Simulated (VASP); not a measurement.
# Pd in VASP: a series of runs

One slab, Pd, is run at these levels: PBEsol; tasks: single point, relaxation of the atoms.

All numbers are computed with VASP 6.6.1; they aren't measurements. Logs are shortened: lines on timing, memory, paths and dates and some standing lists are left out, and cuts for length are marked.

## Step 1: The structure

The cell holds a slab with vacuum, 6 atoms: a = 2.739 Å, b = 2.739 Å, c = 26.182 Å, α = 90.00°, β = 90.00°, γ = 120.00°.

The slab is cut from a database's or a generator's crystal, which needn't be the stable form of the element.

## Step 2: Single point, PBEsol

INCAR reads:

```
SYSTEM = Pd
ALGO = Normal
DIPOL = 0.5 0.5 0.500
EDIFF = 1E-7
ENCUT = 520
GGA = PS
ICORELEVEL = 1
IDIPOL = 3
ISIF = 2
ISMEAR = 1
KPAR = 2
LASPH = .True.
LCHARG = .False.
LDIPOL = .True.
LREAL = .False.
LVACPOTAV = .True.
LVHAR = .True.
LWAVE = .False.
NELM = 80
PREC = Accurate
SIGMA = 0.1
```

KPOINTS reads:

```
k-points
0
Gamma
  15 15 1
  0 0 0
```

POSCAR reads:

```
Pd
1.0
    2.7389767000      0.0000000000      0.0000000000
   -1.3694883500      2.3720234000      0.0000000000
    0.0000000000      0.0000000000     26.1818255700
Pd
6
Direct
    0.6666666700      0.3333333300      0.2864582500
    0.3333333300      0.6666666700      0.3718749500
    0.0000000000      0.0000000000      0.4572916500
    0.6666666700      0.3333333300      0.5427083500
    0.3333333300      0.6666666700      0.6281250500
    0.0000000000      0.0000000000      0.7135417500
```

Potentials or basis: VASP PAW PBE potentials, release 64 (Pd).

On the command line:

```console
cat potpaw_PBE.64/Pd/POTCAR > POTCAR
mpirun -np 2 vasp_std > vasp.out
```

OUTCAR:

```text
SYSTEM = Pd
   EDIFF = 1E-7
   ENCUT = 520
   GGA = PS
   ISIF = 2
   ISMEAR = 1
   LASPH = .True.
   LREAL = .False.
   NELM = 80
   PREC = Accurate

 ion  position               nearest neighbor table
   1  0.667  0.333  0.286-   2 2.74   2 2.74   2 2.74
   2  0.333  0.667  0.372-   1 2.74   1 2.74   3 2.74   3 2.74   3 2.74   1 2.74
   3  0.000  0.000  0.457-   4 2.74   2 2.74   4 2.74   2 2.74   4 2.74   2 2.74
   4  0.667  0.333  0.543-   5 2.74   3 2.74   5 2.74   3 2.74   3 2.74   5 2.74
   5  0.333  0.667  0.628-   4 2.74   6 2.74   4 2.74   6 2.74   6 2.74   4 2.74
   6  0.000  0.000  0.714-   5 2.74   5 2.74   5 2.74

  LATTYP: Found a hexagonal cell.
 ALAT       =     2.7389767000
 C/A-ratio  =     9.5589807573

  Lattice vectors:

 A1 = (   2.7389767000,   0.0000000000,   0.0000000000)
 A2 = (  -1.3694883500,   2.3720234000,   0.0000000000)
 A3 = (   0.0000000000,   0.0000000000,  26.1818255700)

Analysis of symmetry for initial positions (statically):
=====================================================================
 Subroutine PRICEL returns:
 Original cell was already a primitive cell.

 Routine SETGRP: Setting up the symmetry group for a
 hexagonal supercell.

 Subroutine GETGRP returns: Found 12 space group operations
 (whereof  6 operations were pure point group operations)
 out of a pool of 24 trial point group operations.

The static configuration has the point symmetry C_3v.
 The point group associated with its full space group is D_3d.

Analysis of symmetry for dynamics (positions and initial velocities):
=====================================================================
 Subroutine PRICEL returns:
 Original cell was already a primitive cell.

 Routine SETGRP: Setting up the symmetry group for a
 hexagonal supercell.

 Subroutine GETGRP returns: Found 12 space group operations
 (whereof  6 operations were pure point group operations)
 out of a pool of 24 trial point group operations.

The dynamic configuration has the point symmetry C_3v.
 The point group associated with its full space group is D_3d.

 Subroutine INISYM returns: Found 12 space group operations
 (whereof  6 operations are pure point group operations),
 and found     1 'primitive' translations

----------------------------------------------------------------------------------------

                                     Primitive cell

  volume of cell :     170.1011

  direct lattice vectors                    reciprocal lattice vectors
     2.738976700  0.000000000  0.000000000     0.365099856  0.210790501  0.000000000
    -1.369488350  2.372023400  0.000000000     0.000000000  0.421581001  0.000000000
     0.000000000  0.000000000 26.181825570     0.000000000  0.000000000  0.038194434

  length of vectors
     2.738976700  2.738976698 26.181825570     0.421581001  0.421581001  0.038194434

  position of ions in fractional coordinates (direct lattice)
     0.666666670  0.333333330  0.286458250
     0.333333330  0.666666670  0.371874950
     0.000000000  0.000000000  0.457291650
     0.666666670  0.333333330  0.542708350
     0.333333330  0.666666670  0.628125050
     0.000000000  0.000000000  0.713541750

  ion indices of the primitive-cell ions
   primitive index   ion index
                 1           1
                 2           2
                 3           3
                 4           4
                 5           5
                 6           6

----------------------------------------------------------------------------------------

 KPOINTS: k-points

Automatic generation of k-mesh.
 Grid dimensions read from file:
 generate k-points for:   15   15    1

 Generating k-lattice:

  Cartesian coordinates                     Fractional coordinates (reciprocal lattice)
     0.024339990  0.014052700  0.000000000     0.066666667  0.000000000  0.000000000
     0.000000000  0.028105400  0.000000000     0.000000000  0.066666667  0.000000000
     0.000000000  0.000000000  0.038194434     0.000000000  0.000000000  1.000000000

  Length of vectors
     0.028105400  0.028105400  0.038194434

  Shift w.r.t. Gamma in fractional coordinates (k-lattice)
     0.000000000  0.000000000  0.000000000

 Subroutine IBZKPT returns following result:
 ===========================================

 Found     27 irreducible k-points:

 Following reciprocal coordinates:
            Coordinates               Weight
  0.000000  0.000000  0.000000      1.000000
  0.066667  0.000000  0.000000      6.000000
  0.133333  0.000000  0.000000      6.000000
  0.200000  0.000000  0.000000      6.000000
  0.266667  0.000000  0.000000      6.000000
  0.333333  0.000000  0.000000      6.000000
[... 16 lines left out ...]
  0.333333  0.200000  0.000000     12.000000
  0.400000  0.200000  0.000000      6.000000
 [... further k-points ...]
   k-points           NKPTS =     27   k-points in BZ     NKDIM =     27   number of bands    NBANDS=     36
   number of dos      NEDOS =    301   number of ions     NIONS =      6
   total plane-waves  NPLWV =  78400
   dimension x,y,z NGX =    20 NGY =   20 NGZ =  196
   dimension x,y,z NGXF=    40 NGYF=   40 NGZF=  392
   ions per type =               6
   NGX,Y,Z   is equivalent  to a cutoff of  12.14, 12.14, 12.45 a.u.
   NGXF,Y,Z  is equivalent  to a cutoff of  24.28, 24.28, 24.89 a.u.
 SYSTEM =  Pd
   PREC   = accura    normal or accurate (medium, high low for compatibility)
   ISTART =      0    job   : 0-new  1-cont  2-samecut
   ICHARG =      2    charge: 1-file 2-atom 10-const
   ISPIN  =      1    spin polarized calculation?
   LNONCOLLINEAR =      F non collinear calculations
   LSORBIT =      F    spin-orbit coupling
   LASPH  =      T    aspherical Exc in radial PAW
   ENCUT  =  520.0 eV  38.22 Ry    6.18 a.u.   5.09  5.09 48.68*2*pi/ulx,y,z
   NELM   =     80;   NELMIN=  2; NELMDL= -5     # of ELM steps
   EDIFF  = 0.1E-06   stopping-criterion for ELM
   LREAL  =      F    real-space projection
   EDIFFG = 0.1E-05   stopping-criterion for IOM
   NSW    =      0    number of steps for IOM
   IBRION =     -1    ionic relax: 0-MD 1-quasi-New 2-CG
   NFREE  =      0    steps in history (QN), initial steepest desc. (CG)
   ISIF   =      2    stress and relaxation
   ISYM   =      2    0-nonsym 1-usesym 2-fastsym
   POTIM  = 0.5000    time-step for ionic-motion
   TEBEG  =    0.0;   TEEND  =   0.0 temperature during run
   PSTRESS=    0.0 pullay stress
   NELECT =      60.0000    total number of electrons
   NUPDOWN=      -1.0000    fix difference up-down
   EMIN   =  10.00;   EMAX   =-10.00  energy-range for DOS
   EFERMI =   0.00;   METHOD = LEGACY
   ISMEAR =     1;   SIGMA  =   0.10  broadening in eV -4-tet -1-fermi 0-gaus
   EFERMI_NEDOS =   21; number of points for ismear=-14 and -15
   IALGO  =     38    algorithm
   IMIX   =      4    mixing-type and parameters
     AMIX     =   0.40;   BMIX     =  1.00
     AMIX_MAG =   1.60;   BMIX_MAG =  1.00
  volume/ion in A,a.u.               =      28.35       191.32
  Fermi-wavevector in a.u.,A,eV,Ry     =   1.156706  2.185857 18.204158  1.337968
  Thomas-Fermi vector in A             =   2.293323
   LORBIT       =      0    0 simple, 1 ext, 2 COOP (PROOUT), +10 PAW based schemes
   GGA     = PS    functional components
   LHFCALC =     F    Hartree Fock is set to
   AEXX    =    0.0000 exact exchange contribution
   IVDW    =     0    specifies the selected vdW correction
   LEPSILON=     F    determine dielectric tensor
   LRPA    =     F    only Hartree local field effects (RPA)
 non-spin polarized calculation
 Methfessel and Paxton  Order N= 1 SIGMA  =   0.10
  energy-cutoff  :      520.00
  volume of cell :      170.10
 maximum number of plane-waves:      4619
   NGX = 11   NGY = 11   NGZ = 97

 dipolmoment           0.000000      0.000000      0.000000 electrons x Angstroem

 number of electron      60.0000001 magnetization

 dipolmoment           0.000000      0.000000     -0.000002 electrons x Angstroem

 Free energy of the ion-electron system (eV)
  ---------------------------------------------------
  ext. energy  EPLUGINS =         0.00000000
  ---------------------------------------------------
  free energy    TOTEN  =       -34.39456095 eV

  energy without entropy =      -34.39189107  energy(sigma->0) =      -34.39367099

 the core state eigenenergies are
   1-  1s -24157.7306  2s  -3524.0517  2p  -3158.8098  3s   -632.4217  3p   -512.4190
       3d   -321.9670  4s    -81.3691  4p    -47.0764
   2-  1s -24158.1346  2s  -3524.4921  2p  -3159.2475  3s   -632.8471  3p   -512.8444
       3d   -322.3961  4s    -81.7600  4p    -47.4562
   3-  1s -24158.1531  2s  -3524.5127  2p  -3159.2680  3s   -632.8668  3p   -512.8641
       3d   -322.4160  4s    -81.7791  4p    -47.4758
   4-  1s -24158.1531  2s  -3524.5127  2p  -3159.2681  3s   -632.8668  3p   -512.8641
       3d   -322.4161  4s    -81.7791  4p    -47.4758
   5-  1s -24158.1346  2s  -3524.4921  2p  -3159.2476  3s   -632.8471  3p   -512.8444
       3d   -322.3962  4s    -81.7600  4p    -47.4563
   6-  1s -24157.7306  2s  -3524.0518  2p  -3158.8099  3s   -632.4218  3p   -512.4191
       3d   -321.9671  4s    -81.3692  4p    -47.0765

 E-fermi :   2.4563     XC(G=0):  -7.5499

 val. band max:        2.4499281151   @ k =   0.2667   0.2000   0.0000
 cond. band min:       2.4649277494   @ k =   0.4000   0.2000   0.0000
 fundamental gap:      0.0149996343
 Fermi energy:         2.4562568444

 k-point     1 :       0.0000    0.0000    0.0000
  band No.  band energies     occupation
      1      -4.6618      2.00000
      2      -4.0216      2.00000
      3      -3.2609      2.00000
      4      -2.9663      2.00000
      5      -2.6877      2.00000
      6      -2.6667      2.00000
[... 28 lines left out ...]
     35       2.4175      1.60515
     36       3.2179     -0.00000

 k-point     2 :       0.0667    0.0000    0.0000
  band No.  band energies     occupation
      1      -4.5183      2.00000
      2      -3.8829      2.00000
      3      -3.1253      2.00000
      4      -2.8512      2.00000
      5      -2.5687      2.00000
      6      -2.5379      2.00000
[... 850 lines left out ...]
 k-point    24 :       0.4000    0.2000    0.0000
  band No.  band energies     occupation
      1      -2.4566      2.00000
      2      -2.2038      2.00000
      3      -2.0551      2.00000
      4      -2.0295      2.00000
      5      -1.8219      2.00000
      6      -1.7511      2.00000
[... 28 lines left out ...]
     35       8.0593      0.00000
     36       8.3820      0.00000

 [... further k-points ...]

------------------------ aborting loop because EDIFF is reached ----------------------------------------

  FORCE on cell =-STRESS in cart. coord.  units (eV):
  Direction    XX          YY          ZZ          XY          YZ          ZX
  --------------------------------------------------------------------------------------
  -------------------------------------------------------------------------------------
  Total       -2.5154457     -2.5154457     -0.1354832      0.0000000      0.0000000     -0.0000000
  in kB      -23.6929041    -23.6929040     -1.2761118      0.0000000      0.0000000     -0.0000000
  external PRESSURE =     -16.2206400 kB  Pullay stress =       0.0000000 kB

 VOLUME and BASIS-vectors are now :
 -----------------------------------------------------------------------------
  energy-cutoff  :      520.00
  volume of cell :      170.10
      direct lattice vectors                 reciprocal lattice vectors
     2.738976700  0.000000000  0.000000000     0.365099856  0.210790501  0.000000000
    -1.369488350  2.372023400  0.000000000     0.000000000  0.421581001  0.000000000
     0.000000000  0.000000000 26.181825570     0.000000000  0.000000000  0.038194434

 POSITION                                       TOTAL-FORCE (eV/Angst)
 -----------------------------------------------------------------------------------
      1.36949      0.79067      7.50000        -0.000000      0.000000     -0.054510
     -0.00000      1.58135      9.73637        -0.000000      0.000000      0.107568
      0.00000      0.00000     11.97273         0.000000     -0.000000     -0.014198
      1.36949      0.79067     14.20910        -0.000000     -0.000000      0.014198
     -0.00000      1.58135     16.44546         0.000000     -0.000000     -0.107568
      0.00000      0.00000     18.68183         0.000000     -0.000000      0.054510
 -----------------------------------------------------------------------------------
    total drift:                                0.000000     -0.000000     -0.000274

  FREE ENERGIE OF THE ION-ELECTRON SYSTEM (eV)
  ---------------------------------------------------
  free  energy   TOTEN  =       -34.3945609526 eV

  energy  without entropy=      -34.3918910664  energy(sigma->0) =      -34.39367099

 vacuum level on the upper side and lower side of the slab         7.800         7.800
```

It took 92 s on 2 MPI ranks of AMD EPYC 9R45 (Zen 5), shared host; peak memory 0.3 GiB.

What came out:

```yaml
Free_energy: -34.3946 eV
Largest_force: 0.108 eV/Å
Band_gap_on_the_k_mesh: none (metal or under the smearing width)
Work_function_of_the_upper_face: 5.34 eV
Work_function_of_the_lower_face: 5.34 eV
```

Forces on the atoms (eV/Å):
```
Pd   0.000  0.000 -0.055
Pd   0.000  0.000  0.108
Pd   0.000  0.000 -0.014
Pd   0.000  0.000  0.014
Pd   0.000  0.000 -0.108
Pd   0.000  0.000  0.055
```

Levels at points of the mesh, in eV from the Fermi level:
```
           k point  band 27  band 28  band 29  band 30  band 31  band 32
(0.00, 0.00, 0.00)    -0.99    -0.99    -0.85    -0.61    -0.61    -0.22
```

Core levels (eV, on the scale of the bands):
| atom | levels |
| --- | --- |
| 1 Pd | 1s -24157.7, 2s -3524.1, 2p -3158.8, 3s -632.4, 3p -512.4, 3d -322.0, 4s -81.4, 4p -47.1 |
| 2 Pd | 1s -24158.1, 2s -3524.5, 2p -3159.2, 3s -632.8, 3p -512.8, 3d -322.4, 4s -81.8, 4p -47.5 |
| 3 Pd | 1s -24158.2, 2s -3524.5, 2p -3159.3, 3s -632.9, 3p -512.9, 3d -322.4, 4s -81.8, 4p -47.5 |
| 4 Pd | 1s -24158.2, 2s -3524.5, 2p -3159.3, 3s -632.9, 3p -512.9, 3d -322.4, 4s -81.8, 4p -47.5 |
| 5 Pd | 1s -24158.1, 2s -3524.5, 2p -3159.2, 3s -632.8, 3p -512.8, 3d -322.4, 4s -81.8, 4p -47.5 |
| 6 Pd | 1s -24157.7, 2s -3524.1, 2p -3158.8, 3s -632.4, 3p -512.4, 3d -322.0, 4s -81.4, 4p -47.1 |

Caveat: the PAW data sets were made with another functional, which shifts forces and pressure a little.

## Step 3: Relaxation of the atoms, PBEsol

INCAR reads:

```
SYSTEM = Pd
  ALGO = Normal
  DIPOL = 0.5 0.5 0.500
  EDIFF = 1E-6
  EDIFFG = -0.02
  ENCUT = 520
  GGA = PS
  IBRION = 2
  IDIPOL = 3
  ISIF = 2
  ISMEAR = 1
  KPAR = 2
  LASPH = .TRUE.
  LCHARG = .FALSE.
  LDIPOL = .TRUE.
  LREAL = .FALSE.
  LWAVE = .FALSE.
  NELM = 80
  NSW = 80
  PREC = Accurate
  SIGMA = 0.1
```

KPOINTS reads:

```
k-points
0
G
  15 15 1
  0 0 0
```

POSCAR is that of step 2.

Potentials or basis: VASP PAW PBE potentials, release 64 (Pd).

On the command line:

```console
cat potpaw_PBE.64/Pd/POTCAR > POTCAR
mpirun -np 2 vasp_std > vasp.out
```

Wall time 2.9 min (2 MPI ranks of AMD EPYC 9R45 (Zen 5), shared host); peak memory 0.32 GiB.

The run converged. Its results:

```
Free energy                  : -34.3956 eV
Energy gained by relaxing    : 0.2 meV/atom
Ionic steps                  : 5
Largest force after relaxing : 0.014 eV/Å
Band gap on the k mesh       : none (metal or under the smearing width)
```

Forces on the atoms (eV/Å):
```
Pd   0.000  0.000  0.010
Pd   0.000  0.000  0.007
Pd   0.000  0.000  0.014
Pd   0.000  0.000 -0.014
Pd   0.000  0.000 -0.007
Pd   0.000  0.000 -0.010
```

Step by step:
```
step  energy change (eV)  largest force (eV/Å)  pressure (GPa)
   1              0.0000                0.1076           -1.62
   2             -0.0009                0.0322           -1.66
   3             -0.0010                0.0375           -1.67
   4             -0.0010                0.0392           -1.67
   5             -0.0011                0.0138           -1.68
```

Final structure:
```cif
data_structure
_symmetry_space_group_name_H-M 'P 1'
_symmetry_Int_Tables_number 1
_cell_length_a 2.7390
_cell_length_b 2.7390
_cell_length_c 26.1818
_cell_angle_alpha 90.000
_cell_angle_beta 90.000
_cell_angle_gamma 120.000
_cell_volume 170.10
loop_
_atom_site_label
_atom_site_type_symbol
_atom_site_fract_x
_atom_site_fract_y
_atom_site_fract_z
_atom_site_occupancy
Pd1 Pd 0.66667 0.33333 0.28632 1
Pd2 Pd 0.33333 0.66667 0.37218 1
Pd3 Pd 0.00000 0.00000 0.45733 1
Pd4 Pd 0.66667 0.33333 0.54267 1
Pd5 Pd 0.33333 0.66667 0.62782 1
Pd6 Pd 0.00000 0.00000 0.71368 1
```

Levels at points of the mesh, in eV from the Fermi level:
```csv
k point,band 27,band 28,band 29,band 30,band 31,band 32
"(0.00, 0.00, 0.00)",-0.98,-0.98,-0.85,-0.60,-0.60,-0.22
```

Caveat: the PAW data sets were made with another functional, which shifts forces and pressure a little.

(Part 1 of 2 ends here.)
